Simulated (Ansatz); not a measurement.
The system is PtSe2 (Sudovikovite).

```xyz
3
Lattice="3.7240 0.0000 0.0000 -1.8620 3.2251 0.0000 0.0000 0.0000 5.0620" Properties=species:S:1:pos:R:3 pbc="T T T"
Pt    0.0000    0.0000    0.0000
Se    1.8620    1.0750    3.7965
Se    0.0000    2.1501    1.2655
```

| Quantity | Value |
| --- | --- |
| Program | Ansatz 0.2.0 |
| Task | single point |
| Functional | PBEsol |
| Potentials or basis | Ansatz PAW |
| Cutoff | 420 eV (not typed: the program's choice for these potentials) |
| k mesh | 8 × 8 × 5 |
| Occupations | fermi-dirac, width 0.05 eV |
| Spin | no spin polarisation |

On this cell: pressure 2.1 GPa; largest force 0.339 eV/Å; band gap on the k mesh none (metal or under the smearing width).

The same run follows on a disturbed copy (atoms moved at random, drawn with an rms of 0.05 Å):

```
Pt Se
1.0
     3.72400    0.00000    0.00000
    -1.86200    3.22508    0.00000
     0.00000    0.00000    5.06200
Pt Se
1 2
Direct
  0.01133 0.02263 0.00660
  0.65034 0.33135 0.74000
  0.33238 0.65513 0.24631
```

Problem. What does the disturbed cell give?

Solution. The energy (extrapolated to zero smearing) moves by +39.9 meV/atom; pressure 2.0 GPa; largest force 1.962 eV/Å; band gap on the k mesh none (metal or under the smearing width).

Forces on the atoms (eV/Å):
```
Pt  -0.299 -1.579 -1.125
Se   0.443  0.497  0.270
Se  -0.144  1.083  0.855
```

Stress tensor (GPa, compression positive):
```
 1.57  0.91 -1.80
 0.91  3.87  1.68
-1.80  1.68  0.67
```

Caveats: the PAW data sets come from PBE, with cores solved anew for the run's functional, which leaves a small shift of forces and pressure.
